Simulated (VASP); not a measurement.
Set up this calculation in VASP 6.6.1, as the native input.

| Item | Value |
| --- | --- |
| Task | single point |
| Functional | LDA |
| Potentials or basis | VASP PAW LDA potentials, release 64 (Bi_d) |
| Cutoff | 520 eV |
| k mesh | 10 × 10 × 10 |
| Occupations | gaussian, width 0.05 eV |
| Spin | no spin polarisation |
| Dipole correction | no |
| Further INCAR settings | ALGO = Fast; EDIFF = 1e-06; NBANDS = 14 |

The structure of Bi lies in POSCAR:

```
Bi
1.0
   -4.2574820000      4.2574820000      1.5020922000
    4.2574820000     -4.2574820000      1.5020922000
    4.2574820000      4.2574820000     -1.5020922000
Bi
1
Direct
    0.0000000000      0.0000000000      0.0000000000
```

This isn't the form of Bi at room conditions, which is rhombohedral.

The cell isn't the ideal one: strain +0.000 along x and y, +0.050 along z, atoms carried along.

These files were run (other wordings do the same):

INCAR

```
SYSTEM = Bi
PREC = Accurate
ENCUT = 520
EDIFF = 1E-6
ISMEAR = 0
SIGMA = 0.05
LREAL = .FALSE.
LASPH = .TRUE.
NELM = 100
ALGO = Fast
ISIF = 2
LWAVE = .FALSE.
LCHARG = .FALSE.
NBANDS = 14
```

KPOINTS

```
Automatic mesh
0
G
  10 10 10
  0 0 0
```

Potentials or basis: VASP PAW LDA potentials, release 64 (Bi_d).

Run with:

```bash
$ cat potpaw_LDA.64/Bi_d/POTCAR > POTCAR
$ mpirun -np 1 vasp_std > vasp.out
```

It gave:

* Pressure: -1.1 GPa
* Band gap on the k mesh: none (metal or under the smearing width)

Caveat: spin-orbit coupling is left out, which moves the levels of the heavy elements.

Run time: 2.7 min on 1 thread of Intel(R) Xeon(R) Platinum 8488C (Sapphire Rapids) (shared host), peak memory 0.33 GiB.
